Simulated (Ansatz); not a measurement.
# Li16TeS7: the cost of one run

Program: Ansatz 0.2.0. Level of theory: DFT, PBE, plane-wave PAW, default files, scalar-relativistic, as far as a step names no other. These are calculated values, not measurements.

1 further run of the same task is left out (it didn't finish).

### Step 1. The structure to begin with

Symmetry: Fm-3m, No. 225, cubic system. Conventional cell: a = 11.341 Å, b = 11.341 Å, c = 11.341 Å, α = 90.00°, β = 90.00°, γ = 90.00°. Li (site symmetry 3m) is surrounded by 4 S at 2.46 Å. Li (site symmetry 3m) is surrounded by 1 Te at 2.46 Å and 3 S at 2.46 Å. Te (site symmetry m-3m) is surrounded by 8 Li at 2.46 Å. S (site symmetry mmm) is surrounded by 8 Li at 2.46 Å. S (site symmetry m-3m) has 8 Li at 2.46 Å as nearest neighbours.

Structure file:

```xyz
24
Lattice="0.0000 5.6703 5.6703 5.6703 0.0000 5.6703 5.6703 5.6703 0.0000" Properties=species:S:1:pos:R:3 pbc="T T T"
Li    4.2528    4.2528    4.2528
Li    7.0879    7.0879    4.2528
Li    7.0879    4.2528    7.0879
Li    9.9231    7.0879    7.0879
Li    4.2528    7.0879    7.0879
Li    7.0879    9.9231    7.0879
Li    7.0879    7.0879    9.9231
Li    9.9231    9.9231    9.9231
Li    1.4176    1.4176    1.4176
Li    4.2528    4.2528    1.4176
Li    4.2528    1.4176    4.2528
Li    7.0879    4.2528    4.2528
Li    1.4176    4.2528    4.2528
Li    4.2528    7.0879    4.2528
Li    4.2528    4.2528    7.0879
Li    7.0879    7.0879    7.0879
Te    0.0000    0.0000    0.0000
S     2.8352    2.8352    0.0000
S     2.8352    0.0000    2.8352
S     5.6703    2.8352    2.8352
S     0.0000    2.8352    2.8352
S     2.8352    5.6703    2.8352
S     2.8352    2.8352    5.6703
S     5.6703    5.6703    5.6703
```

Atom 17 of the input is the impurity.

### Step 2. First run, atoms as given

Contents of input.yaml:

```yaml
crystal:
  lattice:
    - [0.0, 5.6703356858, 5.6703356858]
    - [5.6703356858, 0.0, 5.6703356858]
    - [5.6703356858, 5.6703356858, 0.0]
  atoms:
    - { symbol: Li, position: [0.375, 0.375, 0.375] }
    - { symbol: Li, position: [0.375, 0.375, 0.875] }
    - { symbol: Li, position: [0.375, 0.875, 0.375] }
    - { symbol: Li, position: [0.375, 0.875, 0.875] }
    - { symbol: Li, position: [0.875, 0.375, 0.375] }
    - { symbol: Li, position: [0.875, 0.375, 0.875] }
    - { symbol: Li, position: [0.875, 0.875, 0.375] }
    - { symbol: Li, position: [0.875, 0.875, 0.875] }
    - { symbol: Li, position: [0.125, 0.125, 0.125] }
    - { symbol: Li, position: [0.125, 0.125, 0.625] }
    - { symbol: Li, position: [0.125, 0.625, 0.125] }
    - { symbol: Li, position: [0.125, 0.625, 0.625] }
    - { symbol: Li, position: [0.625, 0.125, 0.125] }
    - { symbol: Li, position: [0.625, 0.125, 0.625] }
    - { symbol: Li, position: [0.625, 0.625, 0.125] }
    - { symbol: Li, position: [0.625, 0.625, 0.625] }
    - { symbol: Te, position: [0.0, 0.0, 0.0] }
    - { symbol: S, position: [0.0, 0.0, 0.5] }
    - { symbol: S, position: [0.0, 0.5, 0.0] }
    - { symbol: S, position: [0.0, 0.5, 0.5] }
    - { symbol: S, position: [0.5, 0.0, 0.0] }
    - { symbol: S, position: [0.5, 0.0, 0.5] }
    - { symbol: S, position: [0.5, 0.5, 0.0] }
    - { symbol: S, position: [0.5, 0.5, 0.5] }
kpoints:
  mp_grid: { grid: [3, 3, 3] }
scf:
  occupations: { method: fermi_dirac, width: 0.01 }
hamiltonian:
  xc: pbe
  pseudopotentials: { kind: paw }
output:
  forces: true
  stress: true
  populations: true
  efg:
    quadrupole_moments_barn: { Li: -0.0401, S: -0.0694 }
    contact_densities: true
  write_density: true
  write_potential: true
  elf: true
  volumetric_format: npy
```

Launch:

```sh
$ ansatz run input.yaml --threads 1 --pin off --max-ram 2560MiB --backend cpu --events-out ev --progress --plain --runs-dir out
```

**Question.** How long does this run take on 1 thread of Arm Neoverse V1, shared host, and how much memory does it need?

About 18 s, with a peak of 0.66 GiB.
